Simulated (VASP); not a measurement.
Here is a VASP 6.6.1 calculation.

Contents of INCAR:

```
PREC     = Accurate       # precision mode
ENCUT    = 600            # plane-wave cutoff, eV
EDIFF    = 1E-7           # SCF threshold, eV
ISMEAR   = 1              # smearing method
SIGMA    = 0.1            # smearing width, eV
LREAL    = F              # projectors in reciprocal space
LASPH    = T              # aspherical terms in the spheres
NELM     = 150            # most SCF steps
ALGO     = Normal         # electronic algorithm
ISIF     = 3              # what is computed and relaxed
LWAVE    = F              # write WAVECAR
LCHARG   = F              # write CHGCAR
ISPIN    = 2              # spin polarisation
MAGMOM   = 2              # initial moments
LORBIT   = 11             # projections on sites
LMAXMIX  = 4              # l up to which the mixer works
METAGGA  = R2SCAN         # meta-GGA
LMIXTAU  = T            
LUSE_VDW = T            
IVDW_NL  = 2            
BPARAM   = 11.95        
CPARAM   = 0.0093       
IBRION   = 2              # ionic algorithm
NSW      = 90             # ionic steps
EDIFFG   = -0.005         # ionic threshold
AMIX     = 0.2          
BMIX     = 1E-4         
AMIX_MAG = 0.8          
BMIX_MAG = 1E-4
```

KPOINTS

```
regular mesh
0
Gamma
  18 18 18
```

File POSCAR:

```
Ni                                      
1.0
   -0.0000000000      1.7350709555      1.7350709555
    1.7350709555      0.0000000000      1.7350709555
    1.7350709555      1.7350709555      0.0000000000
  Ni            
     1
Direct
     0.0000000000000000    0.0000000000000000    0.0000000000000000
```

Potentials or basis: VASP PAW PBE potentials, release 64 (Ni).

Launch:

```sh
$ cat potpaw_PBE.64/Ni/POTCAR > POTCAR
$ mpirun -np 1 vasp_std > vasp.out
```

(1) Estimate the band gap on the k mesh.

(2) Predict the relaxed cell.

(3) What does it give for the site moments?

## Answers

(1) none (metal or under the smearing width).

(2) a = 2.453 Å, b = 2.453 Å, c = 2.453 Å, α = 60.00°, β = 60.00°, γ = 60.00°.

(3) Ni +0.76 μB.
